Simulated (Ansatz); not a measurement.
Space group P6_3/mmc (No. 194). a = 2.815 Å, b = 2.815 Å, c = 9.242 Å, α = 90.00°, β = 90.00°, γ = 120.00°
```json
{"atom": "Al", "site": "2a", "symmetry": "-3m.", "x": "0.0000", "y": "0.0000", "z": "0.0000"}
{"atom": "Al", "site": "2c", "symmetry": "-6m2", "x": "0.3333", "y": "0.6667", "z": "0.2500"}
```

Equation of state of this Al structure (not necessarily the ground state), with shape and atoms relaxed at each volume where symmetry leaves them free. It has no gap at any of these volumes. The calculation used Ansatz 0.2.0, DFT PBE+D3(BJ), scalar-relativistic, plane waves, PAW.

Settings: cutoff 420 eV, Γ-centred mesh 18×18×6 on the computed 4-atom cell, Gaussian smearing of 0.10 eV; no spin polarisation.

| V (Å³/atom) | E − E(largest V) (meV/atom) | P (GPa) |
| --- | --- | --- |
| 13.951 | 40.73 | 14.46 |
| 14.426 | 4.79 | 9.92 |
| 14.902 | -18.74 | 6.06 |
| 15.378 | -31.75 | 2.79 |
| 15.853 | -35.81 | 0.00 |
| 16.329 | -32.21 | -2.38 |
| 16.804 | -22.04 | -4.40 |
| 17.438 | 0.00 | -6.62 |

**Question.** Fit a third-order Birch–Murnaghan equation to E(V).

**Answer.** V0 = 15.85 Å³/atom, B0 = 86 GPa, B0' = 4.3.

This form isn't the element's structure at ambient conditions.